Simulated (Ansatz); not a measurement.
Ge:

```
CELL_PARAMETERS angstrom
1.39715 -2.60052 0.00000
1.39715 2.60052 0.00000
0.00000 0.00000 2.69823
ATOMIC_POSITIONS crystal
Ge 0.50000 0.50000 0.00000
```

This isn't the form of Ge at room conditions, which is diamond.

- Program: Ansatz 0.2.0
- Task: relaxation of cell and atoms
- Functional: RPBE
- Dispersion: D3(BJ)
- Potentials or basis: Ansatz PAW
- Cutoff: 420 eV (not typed: the program's choice for these potentials)
- k mesh: 11 × 11 × 10
- Occupations: fermi-dirac, width 0.05 eV
- Spin: no spin polarisation

At the start: volume 19.61 Å³/atom.

Problem. How do energy, volume and symmetry change on relaxing?

Solution. It ends after 8 steps and the volume is 15.68 Å³/atom (-20.0 %); space group P6/mmm (No. 191, to 0.05 Å).

Step by step:
```
step  energy change (eV)  largest force (eV/Å)  volume (Å³)
   1              0.0000                0.0000        19.61
   2             -0.1860                0.0000        17.47
   3             -0.2546                0.0000        15.69
   4             -0.2547                0.0000        15.68
   5             -0.2549                0.0000        15.69
   6             -0.2549                0.0000        15.68
   7             -0.2549                0.0000        15.68
   8             -0.2540                0.0000        15.68
```

Final structure:
```yaml
crystal:
  lattice:
    - [1.32990, -2.33207, 0.00000]
    - [1.32990, 2.33207, 0.00000]
    - [0.00000, 0.00000, 2.52838]
  atoms:
    - { symbol: Ge, position: [0.50000, 0.50000, 0.00000] }
```

Caveat: the volume moved by over 15 % at a fixed basis, so the end points are rough; the plane-wave basis is chosen anew once the cell has moved, so the energies of steps on either side of that aren't comparable; pairwise dispersion overbinds metals, which lowers pressure and volume; the PAW data sets come from PBE, with cores solved anew for the run's functional, which leaves a small shift of forces and pressure.
